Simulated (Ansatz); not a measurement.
## TiCo under changes of volume

One of the cells (13.313 Å³/atom); the others are scaled copies at fixed shape and fractional positions:

```xyz
2
Lattice="2.9861 0.0000 0.0000 0.0000 2.9861 0.0000 0.0000 0.0000 2.9861" Properties=species:S:1:pos:R:3 pbc="T T T"
Co    1.4931    1.4931    1.4931
Ti    0.0000    0.0000    0.0000
```

The cell comes from a database or a generator and needn't be the stable form of this composition.

```yaml
Program: Ansatz 0.2.0
Functional: HSE06
Potentials_or_basis: Ansatz PAW
Cutoff: "420 eV (not typed: the program's choice for these potentials)"
k_mesh: 6 × 6 × 6
Occupations: fermi-dirac, width 0.05 eV
Spin: collinear spin, ferromagnetic start
Starting_moments: "[2.0, 1.0] μB"
```

```tsv
volume (Å³/atom)	energy over the lowest point (meV/atom)	pressure (GPa)	moment (μB per cell)
12.515	61.86	16.9	0.91
12.781	37.35	12.6	0.91
13.047	19.69	8.7	0.90
13.313	8.12	5.3	0.88
13.580	1.87	2.2	0.88
13.846	0.00	-0.4	0.90
14.112	?	?	?
```

What does the run at 14.112 Å³/atom give?

Energy over the lowest point 2.68 meV/atom; pressure -3.0 GPa; moment 0.89 μB per cell.

Worked out: A Birch-Murnaghan fit of order 3 (a polynomial in V^(-2/3)) to the other rows has its minimum at 13.83 Å³/atom with B0 = V·E''(V) = 123 GPa and B' = 6.7. It gives 2.12 meV/atom at 14.112 Å³/atom, against the run's 2.68, and -dE/dV = -2.3 GPa, against -3.0. A parabola through the other rows of the moment, of slope 0.0486 μB per Å³/atom there, extrapolates to 0.90 μB, against the run's 0.89.

Energies are extrapolated to zero smearing.

Caveats: the magnetic or orbital state may not be the lowest; the PAW data sets come from PBE, with cores solved anew for the run's functional, which leaves a small shift of forces and pressure; the starting moments weren't kept; the thresholds are loose for stress.
